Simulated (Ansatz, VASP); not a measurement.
## One calculation of MgO (scan), two programs

POSCAR

```
MgO
1.0
    0.0000000000      2.1245000000      2.1245000000
    2.1245000000      0.0000000000      2.1245000000
    2.1245000000      2.1245000000      0.0000000000
Mg O
1 1
Direct
    0.0000000000      0.0000000000      0.0000000000
    0.5000000000      0.5000000000      0.5000000000
```

INCAR.step1

```
ALGO     = Normal         # electronic algorithm
EDIFF    = 1E-4           # SCF threshold, eV
ENCUT    = 600            # plane-wave cutoff, eV
GGA      = PE             # functional
ISMEAR   = 0              # smearing method
LASPH    = True           # aspherical terms in the spheres
LCHARG   = False          # write CHGCAR
LREAL    = False          # projectors in reciprocal space
LWAVE    = True           # write WAVECAR
NELM     = 80             # most SCF steps
PREC     = Accurate       # precision mode
SIGMA    = 0.02           # smearing width, eV
```

File INCAR.step2:

```
ALGO     = Normal         # electronic algorithm
EDIFF    = 1E-7           # SCF threshold, eV
EDIFFG   = -0.002         # ionic threshold
ENCUT    = 600            # plane-wave cutoff, eV
IBRION   = 2              # ionic algorithm
ISIF     = 3              # what is computed and relaxed
ISMEAR   = 0              # smearing method
ISTART   = 1            
LASPH    = True           # aspherical terms in the spheres
LCHARG   = False          # write CHGCAR
LMIXTAU  = True         
LREAL    = False          # projectors in reciprocal space
LWAVE    = False          # write WAVECAR
METAGGA  = R2SCAN         # meta-GGA
NELM     = 80             # most SCF steps
NSW      = 100            # ionic steps
PREC     = Accurate       # precision mode
SIGMA    = 0.02           # smearing width, eV
```

KPOINTS

```
k-points
0
Gamma
  10 10 10
```

Input for Ansatz:

```yaml
crystal:
  lattice:
    - [0.0, 2.1245, 2.1245]
    - [2.1245, 0.0, 2.1245]
    - [2.1245, 2.1245, 0.0]
  atoms:
    - { symbol: Mg, position: [0.0, 0.0, 0.0] }
    - { symbol: O, position: [0.5, 0.5, 0.5] }
basis:
  ecutwfc: 500
kpoints:
  mp_grid: { grid: [10, 10, 10] }
hamiltonian:
  xc: r2scan
  pseudopotentials: { kind: paw, azcp: { folder: soft_1 } }
scf:
  occupations: { method: gaussian, width: 0.02 }
output:
  forces: true
  stress: true
  eigenvalues: true
  write_density: true
  write_potential: true
  elf: true
  volumetric_format: npy
relax:
  adjacent_minimum: "off"
  f_tol: 0.002
  max_steps: 80
  cell: { stress_tol: 0.02 }
```

Alike in both runs: task relaxation of cell and atoms; functional r2SCAN; k mesh 10 × 10 × 10; occupations gaussian, width 0.02 eV; no spin polarisation.

|  | VASP | Ansatz |
| --- | --- | --- |
| version | VASP 6.6.1 | Ansatz 0.2.0 |
| potentials or method | VASP PAW PBE potentials, release 64 (Mg, O) | scalar-relativistic, plane waves, PAW |
| plane-wave cutoff (eV) | 600 | 500 |
| valence electrons in the cell | 8 | 16 |

Ansatz gave:

* gap on the k mesh at the Fermi level, each at its own relaxed structure (eV): 5.68
* relaxed volume (Å³/atom): 9.31
* relaxed cell length with the largest relative difference (Å): 2.975
* energy change over the relaxation (meV/atom): -4

Estimate VASP's values.

gap on the k mesh at the Fermi level, each at its own relaxed structure (eV): 5.75; relaxed volume (Å³/atom): 9.21; relaxed cell length with the largest relative difference (Å): 2.965; energy change over the relaxation (meV/atom): -8.

The two sets of potentials don't hold the same shells in valence.

Caveats: the PAW data sets were made with another functional, which shifts forces and pressure a little (VASP). r2SCAN opens gaps a little over a GGA but as a rule still falls short of measured ones.
